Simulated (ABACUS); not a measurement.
**HgSe under changes of volume**

One of the cells (28.067 Å³/atom); the others are scaled copies at fixed shape and fractional positions:

```
Hg Se
1.0
     0.00000    3.03900    3.03900
     3.03900    0.00000    3.03900
     3.03900    3.03900    0.00000
Hg Se
1 1
Direct
  0.00000 0.00000 0.00000
  0.75000 0.75000 0.75000
```

* Program: ABACUS 3.10.1
* Functional: PBE
* Potentials or basis: PseudoDojo NC SR 0.4.1 PBE standard
* Cutoff: 1361 eV
* Density cutoff: 5442 eV
* Basis: TZDP LCAO (the cutoffs set its grid)
* k mesh: 8 × 8 × 8
* Occupations: fermi-dirac, width 0.05 eV
* Spin: no spin polarisation

| volume (Å³/atom) | energy over the lowest point (meV/atom) | pressure (GPa) |
| --- | --- | --- |
| 26.383 | 110.08 | 9.8 |
| 26.944 | 78.84 | 8.0 |
| 27.505 | 53.59 | 6.4 |
| 28.067 | ? | ? |
| 28.628 | 18.36 | 3.7 |
| 29.189 | 7.27 | 2.6 |
| 29.751 | 0.00 | 1.6 |

What does the run at 28.067 Å³/atom give?

Energy over the lowest point 33.57 meV/atom; pressure 5.0 GPa.

Worked out: A Birch-Murnaghan fit of order 3 (a polynomial in V^(-2/3)) to the other rows has no minimum within the range. It gives 33.58 meV/atom at 28.067 Å³/atom, against the run's 33.57, and -dE/dV = 5.0 GPa, against 5.0.

Energies are extrapolated to zero smearing.

Caveats: the atomic orbitals were generated for these runs and aren't a published set; the basis of atomic orbitals isn't converged, which shifts pressures, moduli and gaps.
